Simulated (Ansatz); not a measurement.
# Mo: strain energy, fitted

Mo, Im-3m, a = 3.161 Å. Ansatz: PBE, PAW, 420 eV, Γ-centred 16×16×16 mesh on 2 atoms, Gaussian smearing 0.10 eV; no spin polarisation. Series: equal strain along all axes, cell held, atoms fixed by symmetry; x is the strain in per cent. y is the free energy over the unstrained cell, V0 = 15.786 Å³/atom.

```tsv
x (%)	y (meV/atom)
-6.0	503.60
-4.0	210.28
-2.0	49.33
0.0	0.00
2.0	?
4.0	161.75
6.0	341.65
```

Problem. Fit y = c2 x² + c3 x³ to the other rows, turn c2 into a modulus, and predict the missing energy.

Solution. Least squares on the rows shown. y = 11.720 x² − 0.37518 x³. In eV per unit strain² c2 is 117.2; the stiffness is B for this strain (E = 9/2 B V0 ε², shape held): 2 × 117.2 × 160.2 / (9 × 15.786) = 264 GPa. At x = 2.0 the fit asked for gives 43.88 meV/atom. The run gave 43.08 meV/atom, so the fit is 0.80 meV/atom too high, within the rms miss on the fitted rows (1.09 meV/atom).